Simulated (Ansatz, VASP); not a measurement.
CuO (Tenorite): VASP beside Ansatz

```
Cu O
1.0
     2.25086   -1.64486    0.00000
     2.25086    1.64486    0.00000
    -0.82613    0.00000    5.05944
Cu O
2 2
Direct
  0.49680 0.00320 0.50000
  0.00320 0.49680 0.00000
  0.40560 0.57140 0.75370
  0.57140 0.40560 0.25370
```

Alike in both runs: functional PBEsol; k mesh 8 × 8 × 5; occupations fermi-dirac, width 0.05 eV; no spin polarisation.

```csv
,VASP,Ansatz
version,VASP 6.6.1,Ansatz 0.2.0
potentials or method,"VASP PAW PBE potentials, release 64 (Cu, O)",Ansatz PAW
plane-wave cutoff (eV),520,420
valence electrons in the cell,34,50
task,single point,band structure
```

Ansatz gave:

```
gap on the k mesh at the Fermi level (eV)       : none
pressure (GPa)                                  : 12.6
largest component of the traceless stress (GPa) : 2.83
rms of the force components (eV/Å)              : 0.506
```

Question: Which values does VASP return?

Answer: gap on the k mesh at the Fermi level (eV): none; pressure (GPa): 13.5; largest component of the traceless stress (GPa): 2.96; rms of the force components (eV/Å): 0.520.

Atom by atom the forces differ by 0.025 eV/Å (rms over components). A gap of «none» marks a metal or a gap that the smearing closes. The two sets of potentials don't hold the same shells in valence.

Caveats: the run has no spin polarisation, though such a crystal can be magnetic; semilocal functionals often make such compounds metallic where correlation or magnetic order opens a gap, which also shifts bond lengths; the PAW data sets were made with another functional, which shifts forces and pressure a little (VASP); the pressure holds a Pulay correction of +0.8 GPa for the finite cutoff (Ansatz); the PAW data sets come from PBE, with cores solved anew for the run's functional, which leaves a small shift of forces and pressure (Ansatz).
